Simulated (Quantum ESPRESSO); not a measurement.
The system is CuO.

```xyz
4
Lattice="3.1795 0.0000 0.0000 -1.5898 2.7536 0.0000 0.0000 0.0000 4.4315" Properties=species:S:1:pos:R:3 pbc="T T T"
Cu    0.0000    0.0000    0.0000
Cu    0.0000    0.0000    2.2157
O     0.0000    1.8357    1.1079
O     1.5898    0.9179    3.3236
```

Measurements of this composition are mostly on another form, of space group No. 15.

* Program: Quantum ESPRESSO 7.5
* Task: single point
* Functional: PBE
* Potentials or basis: SSSP 1.3 efficiency PBE
* Cutoff: 748 eV
* Density cutoff: 5987 eV
* k mesh: 10 × 10 × 6
* Occupations: fermi-dirac, width 0.05 eV
* Spin: no spin polarisation

On this cell: pressure 5.9 GPa; largest force under 0.003 eV/Å; band gap on the k mesh none (metal or under the smearing width).

The same run follows on a disturbed copy (atoms moved at random, drawn with an rms of 0.05 Å):

```
Cu O
1.0
     3.17953    0.00000    0.00000
    -1.58977    2.75356    0.00000
     0.00000    0.00000    4.43149
Cu O
2 2
Direct
  0.01436 0.01355 0.00438
  0.97942 0.99493 0.49380
  0.33283 0.66080 0.25024
  0.65334 0.31795 0.74586
```

What changes?

The energy (extrapolated to zero smearing) moves by +7.6 meV/atom; pressure 6.4 GPa; largest force 1.080 eV/Å; band gap on the k mesh none (metal or under the smearing width).

Forces on the atoms (eV/Å):
```
Cu   0.113 -0.119 -1.067
Cu   0.004 -0.201  1.061
O   -0.087  0.149 -0.061
O   -0.030  0.170  0.067
```

Stress tensor (GPa, compression positive):
```
-9.89 -0.32 -0.40
-0.32 -8.78 -0.01
-0.40 -0.01 37.94
```

Caveats: the run has no spin polarisation, though such a crystal can be magnetic; semilocal functionals often make such compounds metallic where correlation or magnetic order opens a gap, which also shifts bond lengths.
